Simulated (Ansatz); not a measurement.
What spin–orbit coupling does to the bands of Au

```
Au
1.0
     2.90000    0.00000    0.00000
    -1.45000    2.51147    0.00000
     0.00000    0.00000    4.88000
Au
2
Direct
  0.33333 0.66667 0.75000
  0.66667 0.33333 0.25000
```

Atoms are numbered in the order listed.

The cell is COD entry 1545302, as deposited and not checked against the literature; nothing was relaxed.

Levels of theory: DFT, PBE, all-electron LAPW, scalar-relativistic (Ansatz 0.2.0); DFT, PBE, all-electron LAPW, Dirac equation with spin-orbit coupling (Ansatz 0.2.0).

Settings: a Γ-centred 14×14×8 k mesh, Fermi–Dirac smearing of 0.03 eV, basis error target 0.5 meV/atom, no spin polarisation.

Levels between -8 and 5 eV, each run counted from its own valence-band top where it has a gap, else its Fermi level. Scalar levels are listed once for both spins; with the coupling every spinor state is counted. Levels near the edges of the range can cross them.

**Question.** At Γ (0.000, 0.000, 0.000) the scalar-relativistic levels are -7.03, -4.64, -4.37 (×2), -4.08 (×2), -3.41 (×2), -2.15 (×2), -0.97, 2.47. What are they with spin–orbit coupling?

**Answer.** -7.18 (×2), -5.19 (×2), -5.17 (×2), -5.01 (×2), -3.85 (×2), -3.54 (×2), -3.39 (×2), -2.95 (×2), -2.61 (×2), -1.73 (×2), -1.14 (×2), 2.49 (×2).

**Question.** At K (0.333, 0.333, 0.000) the scalar-relativistic levels are -5.86, -5.34 (×2), -4.84, -4.50 (×2), -3.59, -2.41 (×2), -2.33, 2.28 (×2), 3.82. What are they with spin–orbit coupling?

**Answer.** -6.09 (×2), -5.74 (×2), -5.51 (×2), -5.29 (×2), -4.82 (×2), -4.31 (×2), -3.41 (×2), -2.69 (×2), -2.26 (×2), -2.08 (×2), 2.24 (×2), 2.26 (×2), 3.71 (×2).

**Question.** At A (0.000, 0.000, 0.500) the scalar-relativistic levels are -7.79 (×2), -4.62 (×2), -4.40 (×4), -2.58 (×4). What are they with spin–orbit coupling?

**Answer.** -7.86 (×4), -5.18 (×4), -5.03 (×4), -3.93 (×4), -2.63 (×4), -2.24 (×4).
